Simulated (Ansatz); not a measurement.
# Band gap of AlGa2P3 (zincblende [001] superlattice) from density functionals to GW

What gap does each level of theory give for AlGa2P3 (zincblende [001] superlattice), and in what time?

Calculated with Ansatz 0.2.0; density functionals, hybrids and G0W0, plane waves, PAW.

Report form: the programs' logs are mostly left out.

### 1. The structure

The cell holds 12 atoms: 4 Ga, 6 P and 2 Al. Its edges and angles: a = 3.858 Å, b = 3.858 Å, c = 16.316 Å, α = 90.0°, β = 90.0°, γ = 90.0°. It derives from GaP. Regions: GaP, 8 atoms (4 Ga and 4 P); AlP, 4 atoms (2 Al and 2 P). The structure's axis is c.

The structure was relaxed with PBEsol. The runs that relaxed it are not among those shown.

The logs state that the PAW files were generated under PBE.

### 2. PBEsol on the 6×6×2 mesh

Levels along a band path and on the mesh show where this functional puts the band edges.

This step: DFT, PBEsol, plane waves, PAW; PAW set soft_1.

Contents of input.yaml:

```yaml
crystal:
  lattice:
    - [3.8581021369, 0.0, 0.0]
    - [0.0, 3.8580987422, 0.0]
    - [0.0, 0.0, 16.316207558]
  atoms:
    - { symbol: Ga, position: [0.0, 0.0, 0.0425828698] }
    - { symbol: P, position: [0.5, 0.0, 0.1256428805] }
    - { symbol: Ga, position: [0.5, 0.5, 0.2086368141] }
    - { symbol: P, position: [0.0, 0.5, 0.2916512552] }
    - { symbol: Ga, position: [0.0, 0.0, 0.3746657427] }
    - { symbol: P, position: [0.5, 0.0, 0.4576593711] }
    - { symbol: Ga, position: [0.5, 0.5, 0.5407205235] }
    - { symbol: P, position: [0.0, 0.5, 0.6240758724] }
    - { symbol: Al, position: [0.0, 0.0, 0.7077216143] }
    - { symbol: P, position: [0.5, 0.0, 0.791651489] }
    - { symbol: Al, position: [0.5, 0.5, 0.8755810682] }
    - { symbol: P, position: [0.0, 0.5, 0.9592270326] }
kpoints:
  mp_grid: { grid: [6, 6, 2] }
  band_path:
    path:
      - [[0.0, 0.0, 0.0], [0.0, 0.5, 0.0], [0.5, 0.5, 0.0], [0.0, 0.0, 0.0], [0.0, 0.0, 0.5], [0.0, 0.5, 0.5], [0.5, 0.5, 0.5], [0.0, 0.0, 0.5]]
      - [[0.0, 0.5, 0.0], [0.0, 0.5, 0.5]]
      - [[0.5, 0.5, 0.0], [0.5, 0.5, 0.5]]
    npoints: 10
hamiltonian:
  xc: pbesol
  pseudopotentials: { kind: paw, azcp: { folder: soft_1 }, xc_functional: pbe }
scf:
  occupations: { method: fermi_dirac, width: 0.02 }
  n_extra_bands: 8
output:
  eigenvalues: true
  forces: true
  stress: true
  write_density: true
  write_potential: true
  elf: true
  volumetric_format: npy
```

Started as:

```sh
$ ansatz run input.yaml --threads 3 --pin off --max-ram 92160MiB --backend cuda --events-out ev --progress --plain --runs-dir out --devices 1 --max-vram 13GiB
```

Wall time 9.4 s (1 × NVIDIA H100 80GB HBM3 (shared by 6 runs) with 3 threads of AMD EPYC 7R13 (Zen 3), shared host); peak memory 1 GiB; 12 s of CPU time.

This step gave:

```yaml
pressure: -0.01390 GPa
filled_bands: 44
gap: 1.373 eV
valence_top_at: Γ
conduction_bottom_at: Z
least_direct_gap: 1.389 eV
```

Over mesh and path the gap is 1.373 eV, from k = Γ to k = (0.000, 0.000, 0.500). The least direct gap found is 1.389 eV, at k = Γ. The program's warnings for this run: structure snapped to symmetry.

### 3. PBEsol+SOC on the 6×6×2 mesh

This run has two-component orbitals with spin-orbit coupling.

This step: DFT, PBEsol with spin-orbit coupling, plane waves, PAW; PAW set soft_1.

input.yaml, as its differences from that of step 2:

```diff
@@ -22,12 +22,18 @@
     path:
-      - [[0.0, 0.0, 0.0], [0.0, 0.5, 0.0], [0.5, 0.5, 0.0], [0.0, 0.0, 0.0], [0.0, 0.0, 0.5], [0.0, 0.5, 0.5], [0.5, 0.5, 0.5], [0.0, 0.0, 0.5]]
-      - [[0.0, 0.5, 0.0], [0.0, 0.5, 0.5]]
-      - [[0.5, 0.5, 0.0], [0.5, 0.5, 0.5]]
-    npoints: 10
+      - [0.0, 0.0, 0.0]
+      - [0.0, 0.5, 0.0]
+      - [0.5, 0.5, 0.0]
+      - [0.0, 0.0, 0.5]
+      - [0.0, 0.5, 0.5]
+      - [0.5, 0.5, 0.5]
+    npoints: 1
 hamiltonian:
   xc: pbesol
-  pseudopotentials: { kind: paw, azcp: { folder: soft_1 }, xc_functional: pbe }
+  pseudopotentials: { kind: paw_fr, azcp: { folder: soft_1 }, xc_functional: pbe }
 scf:
-  occupations: { method: fermi_dirac, width: 0.02 }
-  n_extra_bands: 8
+  occupations: { method: fixed }
+  n_extra_bands: 16
+magnetization:
+  noncollinear: true
+  spin_orbit: true
 output:
@@ -36,5 +42 @@
   stress: true
-  write_density: true
-  write_potential: true
-  elf: true
-  volumetric_format: npy
```

Wall time 12 s (1 × NVIDIA H100 80GB HBM3 (shared by 6 runs) with 3 threads); peak memory 1.1 GiB.

Numbers from this step:

```yaml
pressure: -0.02467 GPa
gap: 1.348 eV
valence_top_at: Γ
conduction_bottom_at: Z
least_direct_gap: 1.364 eV
```

Over mesh and listed points the gap is 1.348 eV, from k = Γ to k = (0.000, 0.000, 0.500). The least direct gap found is 1.364 eV, at k = Γ. PBEsol+SOC against PBEsol: 1.348 − 1.373 = −0.025 eV, with the same mesh, set of files (read in its fully relativistic form for the spin-orbit run) and cutoff, and both edges at the same k points. The spin-orbit run sees mesh and listed points alone, so its gap is an upper bound: the coupling can move an edge off these points, the more so as this crystal has no centre of inversion, and the change over the zone, its sign included where it is small, is not known. The program's warnings for this run: structure snapped to symmetry.

### 4. HSE06 on the 4×4×2 mesh

HSE06 mixes in a quarter of exact exchange at short range.

This step: DFT, HSE06, plane waves, PAW; PAW set soft_1.

input.yaml, as its differences from that of step 3:

```diff
@@ -19,3 +19,3 @@
 kpoints:
-  mp_grid: { grid: [6, 6, 2] }
+  mp_grid: { grid: [4, 4, 2] }
   band_path:
@@ -30,13 +30,12 @@
 hamiltonian:
-  xc: pbesol
-  pseudopotentials: { kind: paw_fr, azcp: { folder: soft_1 }, xc_functional: pbe }
+  xc: hse06
+  pseudopotentials: { kind: paw, azcp: { folder: soft_1 } }
 scf:
   occupations: { method: fixed }
-  n_extra_bands: 16
-magnetization:
-  noncollinear: true
-  spin_orbit: true
+  n_extra_bands: 8
 output:
   eigenvalues: true
-  forces: true
-  stress: true
+  write_density: true
+  write_potential: true
+  elf: true
+  volumetric_format: npy
```

Run time: 49 s. Hardware: 1 × NVIDIA H100 80GB HBM3 (shared by 6 runs) with 3 threads; peak memory 1.8 GiB.

This step gave:

| Property | Result |
| --- | --- |
| gap | 2.171 eV |
| valence top at | Γ |
| conduction bottom at | Z |
| least direct gap | 2.181 eV |
| exact-exchange fraction | 0.25 |

Over mesh and listed points the gap is 2.171 eV, from k = Γ to k = (0.000, 0.000, 0.500). The least direct gap found is 2.181 eV, at k = Γ. HSE06 against PBEsol: 2.171 − 1.373 = +0.798 eV. The runs also differ in mesh (6×6×2 and 4×4×2), so how much of this comes from the functional alone is not known. The program's warnings for this run: structure snapped to symmetry.

### 5. G0W0@PBEsol, 4×4×2 mesh, 1013 empty bands, screening to 150 eV, PAW set soft_1 files

G0W0 replaces the xc potential by a self-energy built once from the orbitals of the start. Levels are corrected in the window of bands that the input names, at points of the mesh.

This step: G0W0 on PBEsol, plane waves, PAW; PAW set soft_1.

input.yaml, as its differences from that of step 4:

```diff
@@ -20,22 +20,12 @@
   mp_grid: { grid: [4, 4, 2] }
-  band_path:
-    path:
-      - [0.0, 0.0, 0.0]
-      - [0.0, 0.5, 0.0]
-      - [0.5, 0.5, 0.0]
-      - [0.0, 0.0, 0.5]
-      - [0.0, 0.5, 0.5]
-      - [0.5, 0.5, 0.5]
-    npoints: 1
 hamiltonian:
-  xc: hse06
-  pseudopotentials: { kind: paw, azcp: { folder: soft_1 } }
+  xc: pbesol
+  pseudopotentials: { kind: paw, azcp: { folder: soft_1 }, xc_functional: pbe }
 scf:
   occupations: { method: fixed }
-  n_extra_bands: 8
-output:
-  eigenvalues: true
-  write_density: true
-  write_potential: true
-  elf: true
-  volumetric_format: npy
+gw:
+  n_empty_bands: 1013
+  ecut_chi: 150.0
+  qp_bands: [v4, c4]
+  qp_kpoints: band_edges
+  screening: { model: contour_deformation }
```

It took 95 s on 1 × NVIDIA H100 80GB HBM3 (shared by 6 runs) with 3 threads; peak memory 4.2 GiB.

Numbers from this step:

* bands summed: 1057
* RPA ε∞ on this mesh (eigenvalues): 9.570, 12.13, 12.13
* plane waves in the screening matrix: 1021
* G0W0 gap over the corrected points: 2.088 eV
* k of the valence top: 0, 0, 0
* k of the conduction bottom: -0.5, -0.5, 0
* starting gap on the mesh: 1.361 eV
* Z at the valence top: 0.7660
* Z at the conduction bottom: 0.7916
* least direct G0W0 gap over the corrected points: 2.092 eV

Over 8 of 12 irreducible mesh points the G0W0 gap is 2.088 eV, from k = Γ to k = (-0.500, -0.500, 0.000). The PBEsol gap of this run on the mesh is 1.361 eV. Other states bound it: the two that bound the G0W0 gap lie 1.409 eV apart in PBEsol, so state for state the correction is 2.088 − 1.409 = +0.679 eV, while gap against gap it is 2.088 − 1.361 = +0.727 eV. The program's warnings for this run: structure snapped to symmetry.

### 6. Gap and time by level

Each gap is the least one over the points named; times are wall times on shared hosts, not benchmarks. A G0W0 time includes the run's own self-consistent start. Runs with listed points see these and the mesh alone, so an edge that moves elsewhere is missed. Rows marked * are further runs, not shown as steps, whose inputs differ from the G0W0 step on the same start in the columns given; solver thresholds can differ too.

```csv
level,mesh,"files, cutoff","bands summed, screening",points,gap (eV),valence top,conduction bottom,least direct gap (eV),time
PBEsol,6×6×2,"soft_1 PAW, 420 eV",-,mesh and path,1.373,Γ,"(0.000, 0.000, 0.500)",1.389,9.4 s
PBEsol+SOC,6×6×2,"soft_1 PAW, 420 eV",-,mesh and listed points,1.348,Γ,"(0.000, 0.000, 0.500)",1.364,12 s
HSE06,4×4×2,"soft_1 PAW, 420 eV",-,mesh and listed points,2.171,Γ,"(0.000, 0.000, 0.500)",2.181,49 s
G0W0@PBEsol*,4×4×2,"soft_1 PAW, 420 eV","300, 60 eV",8 of 12 irreducible mesh points,1.870,Γ,"(-0.500, -0.500, 0.000)",1.870,24 s
G0W0@PBEsol,4×4×2,"soft_1 PAW, 420 eV","1057, 150 eV",8 of 12 irreducible mesh points,2.088,Γ,"(-0.500, -0.500, 0.000)",2.092,95 s
```

### 7. Summary of results

| Item | Value |
| --- | --- |
| PBEsol, over mesh and path | 1.373 eV |
| PBEsol+SOC, over mesh and listed points | 1.348 eV |
| HSE06, over mesh and listed points | 2.171 eV |
| G0W0@PBEsol (1057 bands, 4×4×2), over 8 of 12 irreducible mesh points | 2.088 eV |
| known limits | finite bands, screening cutoff and k mesh; no spin-orbit coupling in G0W0; d shells not analysed |

In words: The rows run from 1.348 eV (PBEsol+SOC) to 2.171 eV (HSE06). They differ in mesh, bands and screening cutoff of G0W0 and the points over which the gap was sought as well as in level, so only pairs that share these are like for like. PBEsol+SOC against PBEsol: 1.348 − 1.373 = −0.025 eV, with the same mesh, set of files (read in its fully relativistic form for the spin-orbit run) and cutoff, and both edges at the same k points. The spin-orbit run sees mesh and listed points alone, so its gap is an upper bound: the coupling can move an edge off these points, the more so as this crystal has no centre of inversion, and the change over the zone, its sign included where it is small, is not known. G0W0@PBEsol (1057 bands, 4×4×2) moves the gap of its own start on the mesh by 2.088 − 1.361 = +0.727 eV, with other states at the edges (they lie 1.409 eV apart at the start). Both edges that PBEsol shows over mesh and path lie at k points where levels were corrected. G0W0 has the conduction bottom at another k point than that. Levels at other points were not corrected, so a lower G0W0 gap elsewhere in the zone is not ruled out. What spin-orbit coupling does to the G0W0 levels was not computed, so no sum with the G0W0 gap is formed. For G0W0@PBEsol: from 300 bands and 60 eV to 1057 bands and 150 eV the gap moves by 2.088 − 1.870 = +0.218 eV; bands and screening cutoff rise together, so their parts are not told apart. Two runs can't test a law of convergence, so the limit is not known. For G0W0@PBEsol (1057 bands, 4×4×2): the program's warnings for this run: structure snapped to symmetry. For the further run with 300 bands on the 4×4×2 mesh, the program warns: structure snapped to symmetry. The G0W0 runs are scalar-relativistic. One-shot GW is known to converge slowly in bands for compounds with shallow d shells. The cell holds Ga; the filling of the d shell and its place against the gap were not analysed here. No pair of G0W0 runs that differ in the mesh alone is shown (4×4×2 is a supercell whose nearest images lie 15 Å apart), so the error from the mesh is not known here. G0W0 is shown with one set of atomic data (soft_1 PAW), so the error from the files is not known here.

[Paths, hosts, dates, memory and timing lines, banners, echoed tables and standing remarks are left out of the program output.]

[Logs are printed without paths, hosts, clocks, repeated set-up lines and the standing remarks that a program may print on its own settings, such as how far it seeks lower states.]

[Runs of the session that timed out or met a known fault of the program may be left out.]

[Cells called generated may have been cut or substituted from an entry of the Crystallography Open Database or the Materials Project.]

[Hosts, paths, dates, database ids (printed as entryN), source tags and the programs' standing remarks are cut or masked in the printed files.]

[Where an RPA ε∞ is given, it is that of the G0W0 mesh and is not shown converged in it. Names of k-points follow the symmetry that the program found, which can be lower than the space group named. Band edges on a path are those of the sampled points; other points can move an edge, and change direct to indirect where valleys lie close.]

[Hybrid gaps are those of their k-mesh and are not shown converged in it.]
